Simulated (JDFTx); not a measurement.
CuO in JDFTx: the effect of Hubbard term

CuO:

```
Cu O
1.0
     0.00000    2.11656    2.11656
     2.11656    0.00000    2.11656
     2.11656    2.11656    0.00000
Cu O
1 1
Direct
  0.02950 0.02810 0.90803
  0.47050 0.47190 0.59197
```

The cell comes from a database or a generator and needn't be the stable form of this composition.

Alike in all runs:

* Program: JDFTx 1.7.0 (patched build)
* Task: single point
* Functional: PBE
* Potentials or basis: PseudoDojo-SR-PBE-0.5-standard with smoothed tails
* Cutoff: 1252 eV
* Density cutoff: 10014 eV
* k mesh: 6 × 6 × 6
* Occupations: fermi-dirac, width 0.05 eV
* Spin: no spin polarisation
* Local potential set to -Z/r beyond: 6 bohr
* Density cutoff over wavefunction cutoff: 8
* Max SCF steps: 100
* SCF threshold on the energy: 1e-09 Ha
* Solver of the electrons: scf
* Further solve for the empty bands: yes
* Hubbard projectors: atomic pseudo-orbitals, not orthogonalised

| Hubbard term | pressure (GPa) | largest force (eV/Å) |
| --- | --- | --- |
| none | 18.4 | 0.88 |
| Cu d U = 1 eV | 18.5 | 0.92 |
| Cu d U = 2 eV | 18.7 | 0.96 |
| Cu d U = 3 eV | 18.9 | 1.00 |
| Cu d U = 4 eV | ? | ? |
| Cu d U = 6 eV | 20.2 | 1.13 |
| Cu d U = 8 eV | 21.3 | 1.23 |

What does the run with Hubbard term Cu d U = 4 eV give?

Pressure 19.3 GPa; largest force 1.04 eV/Å.

Worked out: A parabola through the other rows of the pressure, of slope 0.366 GPa per eV there, gives 19.3 GPa, against the run's 19.3. A straight line through the other rows of the largest force, of slope 0.0435 eV/Å per eV, gives 1.05 eV/Å, against the run's 1.04.

Caveats: all runs use coarse meshes; an odd number of electrons without spin polarisation forces a metal; a magnetic or distorted state may lie lower; the run has no spin polarisation, though such a crystal can be magnetic; U without spin polarisation on a metal has little footing (some runs).
